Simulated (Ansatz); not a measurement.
# Fe (Im-3m) in Ansatz: a series of runs

One crystal, Fe, is run at these levels: PBEsol; tasks: single point, equation of state.

All numbers are computed with Ansatz 0.2.0; they aren't measurements. Logs are shortened: lines on timing, memory, paths and dates and some standing lists are left out, and cuts for length are marked.

## 1. The structure

It takes space group Im-3m (No. 229, cubic). The conventional cell has a = 2.886 Å, b = 2.886 Å, c = 2.886 Å, α = 90.00°, β = 90.00°, γ = 90.00°. Fe (site symmetry m-3m) is surrounded by 8 Fe at 2.50 Å.

## 2. Single point, PBEsol, collinear spin, ferromagnetic start, 11.30 Å³/atom (volume scaled by 0.94)

Contents of input.yaml:

```yaml
crystal:
  lattice:
    - [-1.4135427549, 1.4135427549, 1.4135427549]
    - [1.4135427549, -1.4135427549, 1.4135427549]
    - [1.4135427549, 1.4135427549, -1.4135427549]
  atoms:
    - { symbol: Fe, position: [0.0, 0.0, 0.0], spin: 3.0 }
kpoints:
  mp_grid: { grid: [13, 13, 13] }
scf:
  occupations: { method: fermi_dirac, width: 0.05 }
hamiltonian:
  xc: pbesol
  pseudopotentials: { kind: all_electron, lapw: { basis_error: 0.001 } }
magnetization:
  spin_polarized: true
output:
  forces: true
  stress: true
  eigenvalues: true
```

Potentials or basis: all-electron LAPW, scalar-relativistic.

Run with:

```bash
> ansatz run input.yaml --threads 2 --pin off --max-ram 6144MiB --backend cpu --events-out ev --progress --plain --runs-dir out
```

Output:

```text
Warning: RAYON_NUM_THREADS=2 ignored (pool sized by the plan → 2); use --threads N
LAPW: plane waves up to 9.128 Å⁻¹, error target 1.0e-3 eV per atom; small_component_spin mean_spin; Fe in spheres of 1.224 Å, 16 of its electrons in bands, Dirac shells [] (how accurate: hamiltonian.pseudopotentials.lapw.basis_error, Limitations)
Engine: ansatz 0.2.0, aarch64-unknown-linux-gnu
Pseudopotentials: kind: all_electron
Pseudopotential: Fe, LAPW, valence charge 16, lapw/all_electron/scalar/gaussian/Fe, Koelling and Harmon's equation, gaussian nucleus
Functional definition: PBEsol
  exchange = pbesol_x
  correlation = pbesol_c
Crystal: 1 atoms, lattice volume = 11.298 Å³
Basis set: ecut = 317.43228672082563 eV, 141 PW (Γ), exchange–correlation at level 2
Bands: 14, of which v1, the nominal top of the filled ones, is band 8 counted from 1 (7 counted from 0)
Symmetry: 48 space group operations
Space group: Im-3m (ITA 229), of the structure as read, at distance tolerance 2.2e-5 Å
Magnetic group: BNS 229.140 (UNI 1642), of the structure as read, at distance tolerance 2.2e-5 Å
k-points: 84 of 2197
Non-local potential: Fe, projectors of the file, none
Initial density: superposition of atomic densities (chi_scale 0.1, normalization cell)
Starting moments: Σ|m| = 3 μB on 1 of 1 site
Initial wavefunctions: plane waves of lowest kinetic energy (no species holds an atomic orbital)
Functional: x = pbesol(κ = 0.804, μ = 0.12345679012345678), c = pbesol(β = 0.046)
iter 1 solved again at ethr=4.47e-5 eV; its pass at ethr=1.00e-1 eV (dr2=7.15e-3 eV) is discarded
SCF iter   1: F=—  HF=-34602.383382 eV  |F-HF|=—  |Δ(HF+E_count)|=         —  Δρ=3.69e-2 (↑3.69e-2 ↓3.44e-2)  dr2=7.26e-3  dr2_m=1.28e-1  M=2.241 μB ∫|m|=2.266 μB  β_m=0.30  ethr=4.47e-5  ⟨swp⟩=3.3  Hψ=17876  notcnv=0
Mixer restart at iter 1: flushing history
preconditioner: auto → none  [metal: Δε(μ)=0.012 eV  Ē_g=15.161 eV  σ=0.050 eV  W_gap=0.06  n_scr=0 (ndim 8)  ℏωp=31.2 eV  f_vac=0.000  D(μ)=1.36/eV (n_scr^D=18)]
SCF iter   2: F=—  HF=-34602.409025 eV  |F-HF|=—  |Δ(HF+E_count)|=   2.56e-2  Δρ=2.46e-2 (↑2.46e-2 ↓2.40e-2)  dr2=1.36e-3  dr2_m=6.02e-2  M=2.246 μB ∫|m|=2.284 μB  β_m=0.52  ethr=4.47e-5  ⟨swp⟩=2.2  Hψ=6664  notcnv=0
SCF iter   3: F=—  HF=-34602.473368 eV  |F-HF|=—  |Δ(HF+E_count)|=   6.43e-2  Δρ=1.23e-2 (↑1.23e-2 ↓1.05e-2)  dr2=2.57e-3  dr2_m=1.23e-2  M=2.127 μB ∫|m|=2.198 μB  β_m=0.48  ethr=8.47e-6  ⟨swp⟩=3.0  Hψ=7555  notcnv=0
iter 4 solved again at ethr=8.22e-10 eV; its pass at ethr=8.47e-6 eV (dr2=1.31e-7 eV) is discarded
SCF iter   4: F=—  HF=-34602.466041 eV  |F-HF|=—  |Δ(HF+E_count)|=   7.33e-3  Δρ=5.72e-4 (↑5.70e-4 ↓5.72e-4)  dr2=1.29e-7  dr2_m=3.37e-5  M=2.124 μB ∫|m|=2.217 μB  β_m=0.74  ethr=8.22e-10  ⟨swp⟩=3.7  Hψ=12958  notcnv=0
SCF iter   5: F=—  HF=-34602.467251 eV  |F-HF|=—  |Δ(HF+E_count)|=         —  Δρ=1.82e-4 (↑1.82e-4 ↓1.41e-4)  dr2=4.71e-7  dr2_m=2.56e-6  M=2.123 μB ∫|m|=2.218 μB  β_m=0.87  ethr=8.06e-10  ⟨swp⟩=4.0  Hψ=7589  notcnv=0
the basis was enlarged: its passes take 1016.2 KiB over the memory plan, 2 of 2 planned eigensolver slots
SCF iter   6: F=—  HF=-34602.467348 eV  |F-HF|=—  |Δ(HF+E_count)|=   9.68e-5  Δρ=1.30e-4 (↑1.14e-4 ↓1.30e-4)  dr2=1.03e-7  dr2_m=1.50e-6  M=2.120 μB ∫|m|=2.216 μB  β_m=0.85  ethr=8.06e-10  ⟨swp⟩=3.5  Hψ=7052  notcnv=0
SCF iter   7: F=—  HF=-34602.467344 eV  |F-HF|=—  |Δ(HF+E_count)|=   3.61e-6  Δρ=1.22e-5 (↑7.56e-6 ↓1.22e-5)  dr2=2.11e-9  dr2_m=9.82e-9  M=2.119 μB ∫|m|=2.216 μB  β_m=0.93  ethr=6.45e-10  ⟨swp⟩=3.0  Hψ=6254  notcnv=0
SCF iter   8: F=-34602.467344 eV  HF=-34602.467344 eV  |F-HF|=2.31e-9  |Δ(HF+E_count)|=   1.54e-7  Δρ=3.13e-6 (↑3.07e-6 ↓3.13e-6)  dr2=2.12e-11  dr2_m=9.80e-10  M=2.120 μB ∫|m|=2.216 μB  ethr=1.32e-11  ⟨swp⟩=3.0  Hψ=6623  notcnv=0
SCF 1 converged in 8 iterations: F = -34602.467344 eV  dr2 = 2.12e-11
SCF converged after 8 iterations
Magnetization: 2.1196 μB (9.0598 up, 6.9402 down)
Absolute magnetization: 2.2161 μB (∫|ρ↑−ρ↓|)
Spin contamination: 0.0311 ħ² per cell (⟨S²⟩ above its minimum at these occupations)
Per-site moments (μB) at R_I (Å): [(2.165757160854062, 1.224163916837368)]
Free energy (F): -34602.467344 eV
Harris-Foulkes:  -34602.467344 eV  (|F-HF|=2.31e-9)
Internal energy: -34602.458432 eV  (E = F + TS)
E sigma→0 (E₀):  -34602.462888 eV
Entropy (-TS):   -0.008912 eV (-8.912 meV/atom)
Fermi energy:    18.649013 eV
--- Per-component energies (eV) ---
  E_band       = -209.077174
  E_kinetic    = 35073.014230
  E_xc         = -1490.090754
  E_electrostatic = -68185.381908  (all electrons and nuclei)
  E_smearing   = -0.008912  (= −TS)
  E_closure    = 0.000000  (closes the sum)
  E_atoms      = -34592.699444  (free atoms, spherical and without spin; not in F)
  Σ components = -34602.467344   (vs F -34602.467344, Δ=0.00e0)
  Basis errors (estimates in eV, not in F): energy 2.6e-4 per atom: plane waves 2.3e-4 (1.2e-4 summed), levels above the bands 9.1e-186, relativity 6.2e-9, radial functions 3.5e-5, core shells 6.6e-9; eigenvalues (radial functions only) 3.4e-5; not estimated: angular momenta, meshes, grids; target (lapw.basis_error) 1.0e-3; muffin-tin radii Fe 1.224 Å
--- Forces (eV/Å), atoms counted from 1 ---
  atom   1  Fe     0.00000000    -0.00000000     0.00000000
  max |Σ_I F_I| component: 1.40e-31 eV/Å
--- Stress (GPa, compression-positive) ---
       -9.432297       0.000000       0.000000
        0.000000      -9.432297      -0.000000
        0.000000      -0.000000      -9.432297
  P = ⅓ Tr σ = -9.4323 GPa (-94.323 kbar)
--- Band table (eV; the first three rows and the last of 168) ---
  k-point 0 ↑: bands = ["-69.1414", "-35.0617", "-35.0617", "-35.0617", "10.0031", "16.3285", "16.3285", "16.3285", "17.5820", "17.5820", "42.9370", "42.9370", "42.9370", "48.5403"]
  k-point 1 ↑: bands = ["-69.1367", "-35.0867", "-35.0700", "-35.0617", "10.2491", "16.2598", "16.3210", "16.4623", "17.5154", "17.5875", "41.5972", "42.6343", "42.8364", "47.6880"]
  k-point 2 ↑: bands = ["-69.1237", "-35.1555", "-35.0928", "-35.0617", "10.9561", "16.0729", "16.2630", "16.8447", "17.4017", "17.6061", "38.6617", "41.5007", "42.6082", "45.6323"]
  k-point 83 ↓: bands = ["-66.4629", "-32.9137", "-32.9090", "-32.9090", "15.5190", "15.5366", "20.7822", "20.7822", "20.8807", "28.0208", "28.9945", "28.9945", "35.4295", "35.8958"]
```

Run time: 8.2 s. Hardware: 2 threads of Arm Neoverse V1, shared host; peak memory 0.34 GiB.

What came out:

- Free energy: -34602.4673 eV
- Pressure: -9.4 GPa
- Band gap on the k mesh: none (metal or under the smearing width)
- Net moment: 2.12 μB per cell
- Absolute moment: 2.22 μB per cell
- Site moments: Fe +2.17 μB

## 3. Single point, PBEsol, collinear spin, ferromagnetic start, 11.54 Å³/atom (volume scaled by 0.96)

Changes to input.yaml since step 2:

```diff
@@ -2,5 +2,5 @@
   lattice:
-    - [-1.4135427549, 1.4135427549, 1.4135427549]
-    - [1.4135427549, -1.4135427549, 1.4135427549]
-    - [1.4135427549, 1.4135427549, -1.4135427549]
+    - [-1.4234976093, 1.4234976093, 1.4234976093]
+    - [1.4234976093, -1.4234976093, 1.4234976093]
+    - [1.4234976093, 1.4234976093, -1.4234976093]
   atoms:
```

Potentials or basis: all-electron LAPW, scalar-relativistic.

Run with:

```bash
> ansatz run input.yaml --threads 2 --pin off --max-ram 6144MiB --backend cpu --events-out ev --progress --plain --runs-dir out
```

Wall time 9 s (2 threads of Arm Neoverse V1, shared host); peak memory 0.34 GiB.

It converged, with:

- Free energy: -34602.4504 eV
- Pressure: -13.0 GPa
- Band gap on the k mesh: none (metal or under the smearing width)
- Net moment: 2.15 μB per cell
- Absolute moment: 2.25 μB per cell
- Site moments: Fe +2.20 μB

## 4. Single point, PBEsol, collinear spin, ferromagnetic start, 11.78 Å³/atom (volume scaled by 0.98)

Changes to input.yaml since step 3:

```diff
@@ -2,5 +2,5 @@
   lattice:
-    - [-1.4234976093, 1.4234976093, 1.4234976093]
-    - [1.4234976093, -1.4234976093, 1.4234976093]
-    - [1.4234976093, 1.4234976093, -1.4234976093]
+    - [-1.4333151444, 1.4333151444, 1.4333151444]
+    - [1.4333151444, -1.4333151444, 1.4333151444]
+    - [1.4333151444, 1.4333151444, -1.4333151444]
   atoms:
```

Run with:

```bash
> ansatz run input.yaml --threads 2 --pin off --max-ram 6144MiB --backend cpu --events-out ev --progress --plain --runs-dir out
```

Wall time 9.2 s (2 threads of Arm Neoverse V1, shared host); peak memory 0.35 GiB.

Results (log left out):

| Property | Result |
| --- | --- |
| Free energy | -34602.4286 eV |
| Pressure | -16.0 GPa |
| Band gap on the k mesh | none (metal or under the smearing width) |
| Net moment | 2.19 μB per cell |
| Absolute moment | 2.30 μB per cell |
| Site moments | Fe +2.24 μB |

## 5. Single point, PBEsol, collinear spin, ferromagnetic start, 12.02 Å³/atom

Changes to input.yaml since step 4:

```diff
@@ -2,5 +2,5 @@
   lattice:
-    - [-1.4333151444, 1.4333151444, 1.4333151444]
-    - [1.4333151444, -1.4333151444, 1.4333151444]
-    - [1.4333151444, 1.4333151444, -1.4333151444]
+    - [-1.443, 1.443, 1.443]
+    - [1.443, -1.443, 1.443]
+    - [1.443, 1.443, -1.443]
   atoms:
```

Run with:

```bash
> ansatz run input.yaml --threads 2 --pin off --max-ram 6144MiB --backend cpu --events-out ev --progress --plain --runs-dir out
```

It took 9.5 s on 2 threads of Arm Neoverse V1, shared host; peak memory 0.35 GiB.

It converged, with:

```
Free energy            : -34602.4029 eV
Pressure               : -18.1 GPa
Band gap on the k mesh : none (metal or under the smearing width)
Net moment             : 2.25 μB per cell
Absolute moment        : 2.37 μB per cell
Site moments           : Fe +2.31 μB
```

## 6. Single point, PBEsol, collinear spin, ferromagnetic start, 12.26 Å³/atom (volume scaled by 1.02)

Changes to input.yaml since step 5:

```diff
@@ -2,5 +2,5 @@
   lattice:
-    - [-1.443, 1.443, 1.443]
-    - [1.443, -1.443, 1.443]
-    - [1.443, 1.443, -1.443]
+    - [-1.4525565699, 1.4525565699, 1.4525565699]
+    - [1.4525565699, -1.4525565699, 1.4525565699]
+    - [1.4525565699, 1.4525565699, -1.4525565699]
   atoms:
```

Potentials or basis: all-electron LAPW, scalar-relativistic.

Run with:

```bash
> ansatz run input.yaml --threads 2 --pin off --max-ram 6144MiB --backend cpu --events-out ev --progress --plain --runs-dir out
```

Run time: 9.4 s. Hardware: 2 threads of Arm Neoverse V1, shared host; peak memory 0.34 GiB.

It converged, with:

```yaml
Free_energy: -34602.3745 eV
Pressure: -19.8 GPa
Band_gap_on_the_k_mesh: none (metal or under the smearing width)
Net_moment: 2.32 μB per cell
Absolute_moment: 2.44 μB per cell
Site_moments: Fe +2.38 μB
```

## 7. Single point, PBEsol, collinear spin, ferromagnetic start, 12.50 Å³/atom (volume scaled by 1.04)

Changes to input.yaml since step 6:

```diff
@@ -2,5 +2,5 @@
   lattice:
-    - [-1.4525565699, 1.4525565699, 1.4525565699]
-    - [1.4525565699, -1.4525565699, 1.4525565699]
-    - [1.4525565699, 1.4525565699, -1.4525565699]
+    - [-1.4619890197, 1.4619890197, 1.4619890197]
+    - [1.4619890197, -1.4619890197, 1.4619890197]
+    - [1.4619890197, 1.4619890197, -1.4619890197]
   atoms:
```

Run with:

```bash
> ansatz run input.yaml --threads 2 --pin off --max-ram 6144MiB --backend cpu --events-out ev --progress --plain --runs-dir out
```

Wall time 9.2 s (2 threads of Arm Neoverse V1, shared host); peak memory 0.35 GiB.

It converged, with:

```yaml
Free_energy: -34602.3437 eV
Pressure: -21.1 GPa
Band_gap_on_the_k_mesh: none (metal or under the smearing width)
Net_moment: 2.39 μB per cell
Absolute_moment: 2.52 μB per cell
Site_moments: Fe +2.45 μB
```

## 8. Single point, PBEsol, collinear spin, ferromagnetic start, 12.74 Å³/atom (volume scaled by 1.06)

Changes to input.yaml since step 7:

```diff
@@ -2,5 +2,5 @@
   lattice:
-    - [-1.4619890197, 1.4619890197, 1.4619890197]
-    - [1.4619890197, -1.4619890197, 1.4619890197]
-    - [1.4619890197, 1.4619890197, -1.4619890197]
+    - [-1.4713013028, 1.4713013028, 1.4713013028]
+    - [1.4713013028, -1.4713013028, 1.4713013028]
+    - [1.4713013028, 1.4713013028, -1.4713013028]
   atoms:
```

Run with:

```bash
> ansatz run input.yaml --threads 2 --pin off --max-ram 6144MiB --backend cpu --events-out ev --progress --plain --runs-dir out
```

Wall time 8.9 s (2 threads of Arm Neoverse V1, shared host); peak memory 0.35 GiB.

It converged, with:

```
Free energy            : -34602.3118 eV
Pressure               : -21.3 GPa
Band gap on the k mesh : none (metal or under the smearing width)
Net moment             : 2.50 μB per cell
Absolute moment        : 2.63 μB per cell
Site moments           : Fe +2.56 μB
```

## 9. Equation of state, PBEsol, collinear spin, ferromagnetic start

Potentials or basis: all-electron LAPW, scalar-relativistic.

This step only gathers the single runs of the series.

What came out:

```
Equilibrium volume : 10.86 Å³/atom (rough: see the caveat)
Bulk modulus       : 280 GPa (rough)
```

Energy against volume, from the lowest point:
```
volume (Å³/atom)  energy (meV/atom)
          11.298               0.00
          11.538              16.92
          11.778              38.77
          12.019              64.42
          12.259              92.89
          12.499             123.62
          12.740             155.50
```

Caveat: the fit is doubtful: noisy points or a state that changes with volume; the minimum lies outside the volumes run.
